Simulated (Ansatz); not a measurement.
BP:

```
P B
1.0
     0.00000    2.26900    2.26900
     2.26900    0.00000    2.26900
     2.26900    2.26900    0.00000
P B
1 1
Direct
  0.75000 0.75000 0.75000
  0.00000 0.00000 0.00000
```

| Quantity | Value |
| --- | --- |
| Program | Ansatz 0.2.0 |
| Task | relaxation of cell and atoms |
| Functional | RPBE |
| Dispersion | D4 |
| Potentials or basis | all-electron LAPW, scalar-relativistic |
| Basis error allowed | 0.001 eV/atom |
| k mesh | 10 × 10 × 10 |
| Occupations | fermi-dirac, width 0.05 eV |
| Spin | no spin polarisation |

At the start: volume 11.68 Å³/atom.

Question: Where does the relaxation end?

Answer: Over 5 steps the energy falls by 15.5 meV/atom and the volume is 11.10 Å³/atom (-5.0 %); space group F-43m (No. 216, to 0.05 Å).

Step by step:
| step | energy change (eV) | largest force (eV/Å) | volume (Å³) |
| --- | --- | --- | --- |
| 1 | 0.0000 | 0.0000 | 23.36 |
| 2 | -0.0245 | 0.0000 | 22.73 |
| 3 | -0.0310 | 0.0000 | 22.16 |
| 4 | -0.0311 | 0.0000 | 22.20 |
| 5 | -0.0311 | 0.0000 | 22.20 |

Final structure:
```cif
data_structure
_symmetry_space_group_name_H-M 'P 1'
_symmetry_Int_Tables_number 1
_cell_length_a 3.1549
_cell_length_b 3.1549
_cell_length_c 3.1549
_cell_angle_alpha 60.000
_cell_angle_beta 60.000
_cell_angle_gamma 60.000
_cell_volume 22.20
loop_
_atom_site_label
_atom_site_type_symbol
_atom_site_fract_x
_atom_site_fract_y
_atom_site_fract_z
_atom_site_occupancy
P1 P 0.75000 0.75000 0.75000 1
B1 B 0.00000 0.00000 0.00000 1
```
